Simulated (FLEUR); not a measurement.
**Fe (c factor at fixed volume 0.9 on the database's cell): from one collinear state to anisotropy**

One state of Fe (c factor at fixed volume 0.9 on the database's cell) is converged without symmetry. Force theorems then give its anisotropy.

Main program and level: FLEUR MaX-R8.1; PBE; all-electron FLAPW, Dirac cores, scalar-relativistic bands.

This is not the structure that Fe takes at ambient pressure and room temperature (bcc); it is a model or a phase of other conditions.

The database entry behind the starting cell differs from later determinations by our own check (an axis about 0.7 % long against later determinations), so it need not match the best structure at ambient conditions.

## 1. Set-up

Symmetry: I4/mmm, No. 139, tetragonal system. The conventional cell has a = 3.042 Å, b = 3.042 Å, c = 2.597 Å, α = 90.00°, β = 90.00°, γ = 90.00°. Nearest to Fe lie 10 Fe at 2.51 to 2.60 Å.

The cell is strained on purpose: c factor at fixed volume 0.9 on the database's cell.

## 2. Self-consistent state

The force theorems are single passes in this state's potential, so it has to be converged first.

No symmetry is used, so that later steps may turn the spins freely; k and −k are joined. inpgen writes inp.xml from crystal.txt; cutoffs, mixing, functional, smearing and local orbitals are then set in the file. The k list scf (kpts.xml, not shown) is a Γ-centred 14×14×14 mesh; where the ranks do not divide the number of points, some are split in two of half the weight.

Input file inp.xml:

```
<?xml version="1.0" encoding="UTF-8" standalone="no"?>
<fleurInput fleurInputVersion="0.39">
   <comment>
      Fe
   </comment>
   <calculationSetup>
      <cutoffs Kmax="3.6" Gmax="10.8" GmaxXC="10.8" numbands="0"/>
      <scfLoop itmax="110" minDistance="0.00002" maxIterBroyd="15" imix="Anderson" alpha="0.05" precondParam="0.0" spinf="2.0" sdNocoIR="T"/>
      <coreElectrons ctail="F" frcor="F" kcrel="0" coretail_lmax="0"/>
      <xcFunctional name="pbe" relativisticCorrections="F"/>
      <magnetism jspins="2" l_noco="F" l_ss="F">
         <qss>0.0 0.0 0.0</qss>
         <mtNocoParams l_mperp="F" l_mtNocoPot="F" l_relaxSQA="F" mag_mixing_scheme="0" mix_RelaxWeightOffD="1.0" l_constrained="F" mix_constr="1.0"/>
         <sourceFreeMag l_sourceFree="F" l_scaleMag="F" mag_scale="1.0"/>
      </magnetism>
      <soc l_soc="F" theta="0.0" phi="0.0" spav="F"/>
      <expertModes spex="0" secvar="F"/>
      <geometryOptimization l_f="F" forcealpha="1.0" forcemix="BFGS" epsdisp="0.00001" epsforce="0.00001"/>
      <ldaU l_linMix="F" mixParam="0.05" spinf="1.0"/>
   </calculationSetup>
   <cell>
      <bzIntegration valenceElectrons="16.0" mode="hist" fermiSmearingEnergy="0.00183747">
         <kPointListSelection listName="scf"/>
         <xi:include xmlns:xi="http://www.w3.org/2001/XInclude" href="kpts.xml"> </xi:include>
      </bzIntegration>
      <xi:include xmlns:xi="http://www.w3.org/2001/XInclude" href="sym.xml"> </xi:include>
      <bulkLattice scale="1.0">
         <bravaisMatrix>
            <row-1>   -2.8743784098028216     2.8743784098028216     2.4541873180180196</row-1>
            <row-2>    2.8743784098028216    -2.8743784098028216     2.4541873180180196</row-2>
            <row-3>    2.8743784098028216     2.8743784098028216    -2.4541873180180196</row-3>
         </bravaisMatrix>
      </bulkLattice>
   </cell>
   <atomSpecies>
      <species name="Iron (Fe) 2.800" element="Fe" atomicNumber="26">
         <mtSphere radius="2.31" gridPoints="763" logIncrement="0.016"/>
         <atomicCutoffs lmax="8" lnonsphr="6"/>
         <electronConfig flipSpins="F">
            <coreConfig>(1s1/2) (2s1/2) (2p1/2) (2p3/2)</coreConfig>
            <valenceConfig>(3s1/2) (3p1/2) (3p3/2) (4s1/2) (3d3/2) (3d5/2)</valenceConfig>
            <stateOccupation state="(3d3/2)" spinUp="1.4" spinDown="1.0"/>
            <stateOccupation state="(3d5/2)" spinUp="3.0" spinDown="0.6"/>
         </electronConfig>
         <energyParameters s="4" p="4" d="3" f="4"/>
         <lo type="SCLO" l="0" n="3" eDeriv="0"/>
         <lo type="SCLO" l="1" n="3" eDeriv="0"/>
      </species>
   </atomSpecies>
   <atomGroups>
      <atomGroup species="Iron (Fe) 2.800">
         <relPos label="                   1">.0000000000 .0000000000 .0000000000</relPos>
         <force calculate="T" relaxXYZ="TTT"/>
         <nocoParams  alpha="0.0" beta="0.0"/>
      </atomGroup>
   </atomGroups>
   <output dos="F" band="F" slice="F">
      <bandDOS minEnergy="-.5*Htr" maxEnergy="0.5*Htr" sigma="0.015" storeEVData="T"/>
      <plotting iplot="0" polar="F">
         <plot TwoD="T" vec1="  1.0  0.0  0.0" vec2="  0.0  1.0  0.0" vec3="  0.0  0.0  1.0" zero="  0.0  0.0  0.0" file="plot"/>
      </plotting>
      <moessbauerParams electricFieldGradient="F" isomerShift="F" coreHyperfine="F" valenceHyperfine="F"/>
   </output>
</fleurInput>
```

Input file crystal.txt:

```
Fe
&input film=F cartesian=F /
-1.52105555000  1.52105555000  1.29870000000
1.52105555000  -1.52105555000  1.29870000000
1.52105555000  1.52105555000  -1.29870000000
1.8897261246
1.0 1.0 1.0

1
26 0.00000000000  0.00000000000  0.00000000000 : 2.800

&kpt div1=14 div2=14 div3=14 gamma=T /
```

Run with:

```bash
$ OMP_NUM_THREADS=1 inpgen -f crystal.txt -nosym -noco > inpgen.log  # inp.xml is then edited as shown
$ OMP_NUM_THREADS=1 mpirun -n 4 fleur_MPI > fleur.log
```

Output:

```text
Welcome to FLEUR        (www.flapw.de)
      MaX-Release 8.1          (www.max-centre.eu)

 ========== k-point set info ==========
 Selected k-point list: scf
 k-point list type: mesh
 0 x 0 x 0
 Number of k points: 1376

 ------------Calculation Setup---------------------------
 Number of MPI-tasks      :            4
 Number of PE/node        :            4
 Number of OMP-threads    :            1
 k-points in parallel     :            4
 pe's per k-point         :            1
 No of k-point loops      :          344
 Eigenvalue solver        :       lapack
 Number of basis functions:           77
 Approximate size of matrices (H+S) per k-point:         0.000 GB
 --------------------------------------------------------
 Complex matrix made real
 Complex matrix made real
 Iteration:     1   Distance:      10.89562365 me/bohr^3
 Iteration:     2   Distance:       9.10459786 me/bohr^3
 Iteration:     3   Distance:       6.21954358 me/bohr^3
 Iteration:     4   Distance:       2.92309015 me/bohr^3
 Iteration:     5   Distance:       0.93506296 me/bohr^3
 Iteration:     6   Distance:       0.87633019 me/bohr^3
 Iteration:     7   Distance:       0.30587093 me/bohr^3
 Iteration:     8   Distance:       0.14414010 me/bohr^3
 Iteration:     9   Distance:       0.13160975 me/bohr^3
 Iteration:    10   Distance:       0.08075764 me/bohr^3
 Iteration:    11   Distance:       0.07430773 me/bohr^3
 Iteration:    12   Distance:       0.03752485 me/bohr^3
 Iteration:    13   Distance:       0.01863953 me/bohr^3
 Iteration:    14   Distance:       0.00323916 me/bohr^3
 Iteration:    15   Distance:       0.00051370 me/bohr^3
 Iteration:    16   Distance:       0.00049757 me/bohr^3
 Iteration:    17   Distance:       0.00019611 me/bohr^3
 Iteration:    18   Distance:       0.00011511 me/bohr^3
 Iteration:    19   Distance:       0.00003867 me/bohr^3
 Iteration:    20   Distance:       0.00000675 me/bohr^3

 ********************************************************************
 Run finished successfully
 Stop message:
   all done
 ********************************************************************

--- out.xml (last complete iteration) ---
<iteration numberForCurrentRun="   20" overallNumber="   20">
         <energyParameters units="Htr">
            <atomicEP atomType="1" spin="1" branch="4s" branchLowest="-2.89" branchHighest="1.83" value="0.1982266494"/>
            <atomicEP atomType="1" spin="1" branch="4p" branchLowest="-1.63" branchHighest="2.40" value="0.3315066339"/>
            <atomicEP atomType="1" spin="1" branch="3d" branchLowest="-9.99" branchHighest="0.38" value="0.2566912213"/>
            <atomicEP atomType="1" spin="1" branch="4f" branchLowest="-9.99" branchHighest="3.46" value="0.6450744571"/>
            <loAtomicEP atomType="1" spin="1" branch="3s" branchLowest="-29.54" branchHighest="-2.89" value="-2.9017121863"/>
            <loAtomicEP atomType="1" spin="1" branch="3p" branchLowest="-25.07" branchHighest="-1.63" value="-1.6541844168"/>
            <atomicEP atomType="1" spin="2" branch="4s" branchLowest="-2.79" branchHighest="1.90" value="0.1934894520"/>
            <atomicEP atomType="1" spin="2" branch="4p" branchLowest="-1.53" branchHighest="2.47" value="0.3199276427"/>
            <atomicEP atomType="1" spin="2" branch="3d" branchLowest="-9.99" branchHighest="0.49" value="0.3303346729"/>
            <atomicEP atomType="1" spin="2" branch="4f" branchLowest="-9.99" branchHighest="3.54" value="0.6283582981"/>
            <loAtomicEP atomType="1" spin="2" branch="3s" branchLowest="-29.49" branchHighest="-2.79" value="-2.7939739754"/>
            <loAtomicEP atomType="1" spin="2" branch="3p" branchLowest="-25.04" branchHighest="-1.53" value="-1.5491628071"/>
         </energyParameters>
         <bandgap value="0.0000000009" units="eV"/>
         <sumValenceSingleParticleEnergies value="-13.2555033961" units="Htr"/>
         <FermiEnergy value="0.3359673256" units="Htr"/>
         <valenceDensity>
            <mtCharges spin="1">
               <mtCharge atomType="1" total="8.7062311" s="1.1948539" p="3.1690705" d="4.3235317" f="0.0141608"/>
            </mtCharges>
            <mtCharges spin="2">
               <mtCharge atomType="1" total="6.1951778" s="1.2024294" p="3.2079482" d="1.7720892" f="0.0103276"/>
            </mtCharges>
            <spinDependentCharge spin="1" total="9.2268675" interstitial="0.5206364" mtSpheres="8.7062311"/>
            <spinDependentCharge spin="2" total="6.7731325" interstitial="0.5779548" mtSpheres="6.1951778"/>
            <totalCharge value="16.0000000000"/>
         </valenceDensity>
         <coreStates atomType="     1" atomicNumber=" 26" spin="1" kinEnergy="    574.6211566920" eigValSum="   -361.3148278924" lostElectrons=" 0.000000">
            <state n="1" l="0" j="0.5" energy="-256.5487556517" weight="1.0000000000"/>
            <state n="2" l="0" j="0.5" energy="-29.5370489246" weight="1.0000000000"/>
            <state n="2" l="1" j="0.5" energy="-25.3817877695" weight="1.0000000000"/>
            <state n="2" l="1" j="1.5" energy="-24.9236177733" weight="2.0000000000"/>
         </coreStates>
         <coreStates atomType="     1" atomicNumber=" 26" spin="2" kinEnergy="    575.1115063646" eigValSum="   -361.1595768287" lostElectrons=" 0.000000">
            <state n="1" l="0" j="0.5" energy="-256.5492386106" weight="1.0000000000"/>
            <state n="2" l="0" j="0.5" energy="-29.4893464861" weight="1.0000000000"/>
            <state n="2" l="1" j="0.5" energy="-25.3464781160" weight="1.0000000000"/>
            <state n="2" l="1" j="1.5" energy="-24.8872568080" weight="2.0000000000"/>
         </coreStates>
         <allElectronCharges>
            <spinDependentCharge spin="1" total="14.2268675" interstitial="0.5206364" mtSpheres="13.7062311"/>
            <spinDependentCharge spin="2" total="11.7731325" interstitial="0.5779548" mtSpheres="11.1951778"/>
            <totalCharge value="26.0000000001"/>
         </allElectronCharges>
         <magneticMomentsInMTSpheres units="muBohr">
            <globalMagMoment atomType="1" vec="0.00000   0.00000   2.51105"/>
            <localMagMoment atomType="1" vec="0.00000   0.00000   2.51105"/>
         </magneticMomentsInMTSpheres>
         <moessbauerParams unitsHFF="kG" unitsIS="e/bohr^3" unitsEFG="Htr/bohr^2">
         </moessbauerParams>
         <totalEnergy value="    -1272.8001744983" units="Htr">
            <sumOfEigenvalues value="     -735.7299081171">
               <coreElectrons value="-722.4744047210"/>
               <valenceElectrons value="-13.2555033961"/>
            </sumOfEigenvalues>
            <densityCoulombPotentialIntegral value="-1953.3411401324"/>
            <densityEffectivePotentialIntegral value="-2025.9637086435"/>
            <chargeDenXCDenIntegral value="-55.9481879145"/>
            <FockExchangeEnergyValence value="0.0000000000"/>
            <FockExchangeEnergyCore value="0.0000000000"/>
            <atomTypeDependentContributions atomType="1">
               <electronNucleiInteractionDifferentMTs value="1520.0968022595"/>
               <MadelungTerm value="-10.3184147843"/>
            </atomTypeDependentContributions>
            <tkbTimesEntropy value="0.0003097687"/>
            <freeEnergy value="-1272.8004842670"/>
            <extrapolationTo0K value="-1272.8003293826"/>
         </totalEnergy>
         <densityConvergence units="me/bohr^3">
            <chargeDensity spin="1" distance="0.0000035526"/>
            <chargeDensity spin="2" distance="0.0000052103"/>
            <overallChargeDensity distance="0.0000067514"/>
            <spinDensity distance="0.0000058271"/>
         </densityConvergence>
      </iteration>
```

Run time: 66 s. Hardware: 4 MPI ranks of Arm Neoverse V2, shared host; peak memory 0.34 GiB; 4.4 min of CPU time.

Numbers from this step:

| Property | Result |
| --- | --- |
| free energy | -34634.6656 eV |
| program's band gap on this mesh (in a metal only a level spacing) | 9.00e-10 eV |
| magnetization | 2.454 μB |
| final state | ferromagnetic |
| largest moment | 2.511 μB |

After 20 cycles the largest moment stands at 2.51 μB.

## 3. Anisotropy by the force theorem, rung 1

Anisotropy is a small difference, so it is taken from sums over occupied states at a frozen potential, where most errors cancel.

One pass with spin–orbit coupling for each direction, from the saved density. Inversion lets half of the mesh serve, which the program's warning doesn't know. The k list mae (kpts.xml, not shown) is a Γ-centred 19×19×19 mesh.

Changes to inp.xml since step 2:

```diff
@@ -6,4 +6,4 @@
    <calculationSetup>
-      <cutoffs Kmax="3.6" Gmax="10.8" GmaxXC="10.8" numbands="0"/>
-      <scfLoop itmax="110" minDistance="0.00002" maxIterBroyd="15" imix="Anderson" alpha="0.05" precondParam="0.0" spinf="2.0" sdNocoIR="T"/>
+      <cutoffs Kmax="3.6" Gmax="10.8" GmaxXC="10.8" numbands="36"/>
+      <scfLoop itmax="1" minDistance="0.00002" maxIterBroyd="15" imix="Anderson" alpha="0.05" precondParam="0.0" spinf="2.0" sdNocoIR="T"/>
       <coreElectrons ctail="F" frcor="F" kcrel="0" coretail_lmax="0"/>
@@ -15,3 +15,3 @@
       </magnetism>
-      <soc l_soc="F" theta="0.0" phi="0.0" spav="F"/>
+      <soc l_soc="T" theta="0.0" phi="0.0" spav="F"/>
       <expertModes spex="0" secvar="F"/>
@@ -22,3 +22,3 @@
       <bzIntegration valenceElectrons="16.0" mode="hist" fermiSmearingEnergy="0.00183747">
-         <kPointListSelection listName="scf"/>
+         <kPointListSelection listName="mae"/>
          <xi:include xmlns:xi="http://www.w3.org/2001/XInclude" href="kpts.xml"> </xi:include>
@@ -63,2 +63,5 @@
    </output>
+   <forceTheorem>
+      <MAE theta="0.0 1.5707963 1.5707963 0.7853982" phi="0.0 0.0 0.7853982 0.0"/>
+   </forceTheorem>
 </fleurInput>
```

Run with:

```bash
$ OMP_NUM_THREADS=1 mpirun -n 4 fleur_MPI -warn_only > fleur.log
```

Output:

```text
[banner, memory and clock lines left out]
Welcome to FLEUR        (www.flapw.de)
      MaX-Release 8.1          (www.max-centre.eu)
************FLEUR-Warning*****************
Error message: k-point set is not compatible to missing time-reversal symmetry in calculation.
Error occurred in subroutine: gen_bz
Error from PE:0/4
Other PEs with error messages:
     2-k-point set is not compatible to missing time-reversal symmetry in calculation.
     3-k-point set is not compatible to missing time-reversal symmetry in calculation.
*****************************************

 ========== k-point set info ==========
 Selected k-point list: mae
 k-point list type: mesh
 0 x 0 x 0
 Number of k points: 3432

************FLEUR-Warning*****************
Error message: k-point set is not compatible to missing time-reversal symmetry in calculation.
Error occurred in subroutine: gen_bz
Error from PE:2/4
Other PEs with error messages:
     3-k-point set is not compatible to missing time-reversal symmetry in calculation.
*****************************************
 [... set-up left out ...]
 ********************************************************************
 Run finished successfully
 Stop message:
   Forcetheorem MAE
 ********************************************************************

--- out.xml (force theorem) ---
<Forcetheorem_MAE Angles="4" units="Htr">
            <Angle theta="0.0000000" phi="0.0000000" ev-sum="-13.256060914"/>
            <Angle theta="1.5707963" phi="0.0000000" ev-sum="-13.256063599"/>
            <Angle theta="1.5707963" phi="0.7853982" ev-sum="-13.256063631"/>
            <Angle theta="0.7853982" phi="0.0000000" ev-sum="-13.256062250"/>
         </Forcetheorem_MAE>
```

The job ended after 39 s (4 MPI ranks; peak memory 0.85 GiB).

Anisotropy energies, by row:

```tsv
axis	x	y	z	band energy less the first axis' (meV a cell)
[001]	0	0	1	0
[100]	1	0	0	-0.07306
[110]	0.7071	0.7071	0	-0.07393
45 degrees from [001] toward [100]	0.7071	0	0.7071	-0.03635
```

Indices are those of the standard conventional cell; x, y, z give the same directions in the axes of the input.

## 4. Anisotropy by the force theorem, rung 2

A second rung shows how far the first can be trusted.

The k list mae (kpts.xml, not shown) is a Γ-centred 28×28×28 mesh.

inp.xml is that of step 3.

Output:

```text
[banner, memory and clock lines left out]
Welcome to FLEUR        (www.flapw.de)
      MaX-Release 8.1          (www.max-centre.eu)
************FLEUR-Warning*****************
Error message: k-point set is not compatible to missing time-reversal symmetry in calculation.
Error occurred in subroutine: gen_bz
Error from PE:0/4
Other PEs with error messages:
     3-k-point set is not compatible to missing time-reversal symmetry in calculation.
*****************************************

 ========== k-point set info ==========
 Selected k-point list: mae
 k-point list type: mesh
 0 x 0 x 0
 Number of k points: 10980

 [... set-up left out ...]
 ********************************************************************
 Run finished successfully
 Stop message:
   Forcetheorem MAE
 ********************************************************************

--- out.xml (force theorem) ---
<Forcetheorem_MAE Angles="4" units="Htr">
            <Angle theta="0.0000000" phi="0.0000000" ev-sum="-13.256019995"/>
            <Angle theta="1.5707963" phi="0.0000000" ev-sum="-13.256023032"/>
            <Angle theta="1.5707963" phi="0.7853982" ev-sum="-13.256023048"/>
            <Angle theta="0.7853982" phi="0.0000000" ev-sum="-13.256021511"/>
         </Forcetheorem_MAE>
```

It took 2 min on 4 MPI ranks; peak memory 2.4 GiB.

Anisotropy energies, by row:

```tsv
axis	x	y	z	band energy less the first axis' (meV a cell)
[001]	0	0	1	0
[100]	1	0	0	-0.08264
[110]	0.7071	0.7071	0	-0.08308
45 degrees from [001] toward [100]	0.7071	0	0.7071	-0.04125
```

(Continued in part 2 of 2.)

[Logs and program files are shortened in this print: banners, set-up blocks, solver, clock and traceback lines can be left out without a mark of their own.]

[Logs are printed without paths, hosts, clocks, repeated set-up lines and the standing remarks that a program may print on its own settings, such as how far it seeks lower states.]

[Hosts, paths, dates, database ids (printed as entryN), source tags and the programs' standing remarks are cut or masked in the printed files.]

[Where a cell is said to come from a database of computed structures, the database is the Materials Project.]
